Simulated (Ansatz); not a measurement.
# CdTe (F-43m): how far a G0W0 gap depends on its settings

Aim: test how the G0W0 gap of CdTe in the zincblende structure moves with the number of bands, the screening cutoff and the other choices.

The runs shown are made with Ansatz 0.2.0. G0W0, plane waves. The values are computed, spin-unpolarised, and not measurements.

## (1) The system as given

The cell was relaxed beforehand with r2SCAN.

It is cubic, F-43m (No. 216); a = 6.560 Å in the conventional setting, 35.29 Å³ an atom. Around Cd lie 4 Te at 2.84 Å; around Te lie 4 Cd at 2.84 Å.

As a file:

```cif
data_structure
_symmetry_space_group_name_H-M 'F-43m'
_symmetry_Int_Tables_number 216
_cell_length_a 6.5599
_cell_length_b 6.5599
_cell_length_c 6.5599
_cell_angle_alpha 90.000
_cell_angle_beta 90.000
_cell_angle_gamma 90.000
_cell_volume 282.29
loop_
_atom_site_label
_atom_site_type_symbol
_atom_site_symmetry_multiplicity
_atom_site_Wyckoff_symbol
_atom_site_fract_x
_atom_site_fract_y
_atom_site_fract_z
_atom_site_occupancy
Cd1 Cd 4 a 0.00000 0.00000 0.00000 1
Te1 Te 4 d 0.25000 0.25000 0.75000 1
```

## (2) 160 empty bands, 100 eV

input.yaml

```yaml
crystal:
  lattice:
    - [0.0, 3.2799551162, 3.2799551162]
    - [3.2799551162, 0.0, 3.2799551162]
    - [3.2799551162, 3.2799551162, 0.0]
  atoms:
    - { symbol: Cd, position: [0.0, 0.0, 0.0] }
    - { symbol: Te, position: [0.25, 0.25, 0.25] }
kpoints:
  mp_grid: { grid: [4, 4, 4] }
hamiltonian:
  xc: pbe
scf:
  occupations: { method: fixed }
gw:
  n_empty_bands: 160
  ecut_chi: 100
  qp_bands: [v2, c2]
  qp_kpoints: band_edges
  screening: { model: contour_deformation }
```

## (3) 386 empty bands, 180 eV

Edit input.yaml of step 2 so:

```diff
@@ -15,4 +15,4 @@
 gw:
-  n_empty_bands: 160
-  ecut_chi: 100
+  n_empty_bands: 386
+  ecut_chi: 180
   qp_bands: [v2, c2]
```

## (4) 750 empty bands, 260 eV

Edit input.yaml of step 3 so:

```diff
@@ -15,4 +15,4 @@
 gw:
-  n_empty_bands: 386
-  ecut_chi: 180
+  n_empty_bands: 750
+  ecut_chi: 260
   qp_bands: [v2, c2]
```

## (5) Starting from HSE06

Edit input.yaml of step 4 so:

```diff
@@ -11,3 +11,3 @@
 hamiltonian:
-  xc: pbe
+  xc: hse06
 scf:
@@ -15,4 +15,4 @@
 gw:
-  n_empty_bands: 750
-  ecut_chi: 260
+  n_empty_bands: 386
+  ecut_chi: 180
   qp_bands: [v2, c2]
```

## (6) Starting from r2SCAN

Edit input.yaml of step 5 so:

```diff
@@ -11,3 +11,3 @@
 hamiltonian:
-  xc: hse06
+  xc: r2scan
 scf:
```

## (7) Starting from PBE0

Edit input.yaml of step 6 so:

```diff
@@ -11,3 +11,3 @@
 hamiltonian:
-  xc: r2scan
+  xc: pbe0
 scf:
```

## (8) A plasmon pole in place of the full frequency dependence

Edit input.yaml of step 7 so:

```diff
@@ -11,3 +11,3 @@
 hamiltonian:
-  xc: pbe0
+  xc: pbe
 scf:
@@ -19,2 +19,2 @@
   qp_kpoints: band_edges
-  screening: { model: contour_deformation }
+  screening: { model: godby_needs }
```

## (9) A finer mesh, 6×6×6

Edit input.yaml of step 8 so:

```diff
@@ -9,3 +9,3 @@
 kpoints:
-  mp_grid: { grid: [4, 4, 4] }
+  mp_grid: { grid: [6, 6, 6] }
 hamiltonian:
@@ -15,6 +15,6 @@
 gw:
-  n_empty_bands: 386
-  ecut_chi: 180
+  n_empty_bands: 114
+  ecut_chi: 80
   qp_bands: [v2, c2]
   qp_kpoints: band_edges
-  screening: { model: godby_needs }
+  screening: { model: contour_deformation }
```

## (10) Norm-conserving pseudopotentials

Edit input.yaml of step 9 so:

```diff
@@ -9,5 +9,6 @@
 kpoints:
-  mp_grid: { grid: [6, 6, 6] }
+  mp_grid: { grid: [4, 4, 4] }
 hamiltonian:
   xc: pbe
+  pseudopotentials: { kind: nc }
 scf:
@@ -15,4 +16,4 @@
 gw:
-  n_empty_bands: 114
-  ecut_chi: 80
+  n_empty_bands: 386
+  ecut_chi: 180
   qp_bands: [v2, c2]
```

**Question.** What will these runs give? Wanted: for each run, start; potentials; frequencies; empty bands; cutoff; Kohn-Sham gap; G0W0 gap.

**Answer**, as computed:

```
 start  potentials  frequencies  empty bands  cutoff (eV)   mesh  Kohn-Sham gap (eV)  G0W0 gap (eV)
   PBE         PAW         full          160          100  4×4×4                0.65           1.22
   PBE         PAW         full          386          180  4×4×4                0.65           1.20
   PBE         PAW         full          750          260  4×4×4                0.65           1.19
 HSE06         PAW         full          386          180  4×4×4                1.53           1.76
r2SCAN         PAW         full          386          180  4×4×4                1.15           1.55
  PBE0         PAW         full          386          180  4×4×4                2.16           1.97
   PBE         PAW         pole          386          180  4×4×4                0.65           1.31
   PBE         PAW         full          114           80  6×6×6                0.66           1.28
   PBE          NC         full          386          180  4×4×4                0.65           1.18
```

Gaps are those on each run's own mesh.

What this shows: With bands and cutoff raised together, from 160 bands at 100 eV to 750 at 260 eV, the gap moves by -0.04 eV, and on the last rung by -0.01 eV; extrapolated in 1/N from the last two rungs, the limit on this k mesh would lie near 1.2 eV. The starting point matters: against PBE, HSE06 gives +0.56 eV, r2SCAN gives +0.35 eV, PBE0 gives +0.77 eV. The plasmon pole changes the gap by +0.107 eV. Norm-conserving potentials change it by -0.021 eV. Spin-orbit coupling is left out.
